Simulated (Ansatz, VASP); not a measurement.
# Al: VASP beside Ansatz

File INCAR:

```
SYSTEM = Al
  ALGO = Fast
  DIPOL = 0.5 0.5 0.500
  EDIFF = 1E-6
  ENCUT = 520
  GGA = PS
  IDIPOL = 3
  ISIF = 2
  ISMEAR = 0
  LASPH = .True.
  LCHARG = .True.
  LDIPOL = .True.
  LELF = .True.
  LREAL = .False.
  LVACPOTAV = .True.
  LVHAR = .True.
  LWAVE = .False.
  NBANDS = 16
  NELM = 60
  PREC = Accurate
  SIGMA = 0.1
```

KPOINTS

```
k-points
0
Gamma
  12 12 1
  0 0 0
```

File POSCAR:

```
Al
1.0
    2.8394270070      0.0000000000      0.0000000000
   -1.4197135035      2.4590159203      0.0000000000
    0.0000000000      0.0000000000     31.2735297720
Al
5
Direct
    0.6666666667      0.3333333333      0.3517351601
    0.3333333333      0.6666666667      0.4258675800
    0.0000000000      0.0000000000      0.5000000000
    0.6666666667      0.3333333333      0.5741324200
    0.3333333333      0.6666666667      0.6482648399
```

Input for Ansatz:

```yaml
crystal:
  lattice:
    - [2.839427007, 0.0, 0.0]
    - [-1.4197135035, 2.4590159203, 0.0]
    - [0.0, 0.0, 31.273529772]
  atoms:
    - { symbol: Al, position: [0.6666666667, 0.3333333333, 0.3517351601] }
    - { symbol: Al, position: [0.3333333333, 0.6666666667, 0.42586758] }
    - { symbol: Al, position: [0.0, 0.0, 0.5] }
    - { symbol: Al, position: [0.6666666667, 0.3333333333, 0.57413242] }
    - { symbol: Al, position: [0.3333333333, 0.6666666667, 0.6482648399] }
basis:
  ecutwfc: 420
kpoints:
  mp_grid: { grid: [12, 12, 1] }
hamiltonian:
  xc: pbesol
scf:
  occupations: { method: gaussian, width: 0.1 }
output:
  forces: true
  stress: true
  eigenvalues: true
  write_density: true
  write_potential: true
  elf: true
  volumetric_format: npy
efield:
  axis: 3
  dipole_correction: true
  ramp_width: 0.04
```

Alike in both runs: task single point; functional PBEsol; k mesh 12 × 12 × 1; occupations gaussian, width 0.1 eV; no spin polarisation.

|  | VASP | Ansatz |
| --- | --- | --- |
| version | VASP 6.6.1 | Ansatz 0.2.0 |
| potentials or method | VASP PAW PBE potentials, release 64 (Al) | scalar-relativistic, plane waves, PAW |
| plane-wave cutoff (eV) | 520 | 420 |
| valence electrons in the cell | 15 | 15 |

```csv
,VASP,Ansatz,Ansatz less VASP
gap on the k mesh at the Fermi level (eV),none,none,-
rms of the force components (eV/Å),0.051,0.050,-0.0011
"work function, face that differs most (eV)",4.21,4.21,0.000
```

Atom by atom the forces differ by 0.001 eV/Å (rms over components). A gap of «none» marks a metal or a gap that the smearing closes. Ansatz warned: «xc_potential_rough_in_thin_density».

Caveats: the PAW data sets were made with another functional, which shifts forces and pressure a little (VASP).
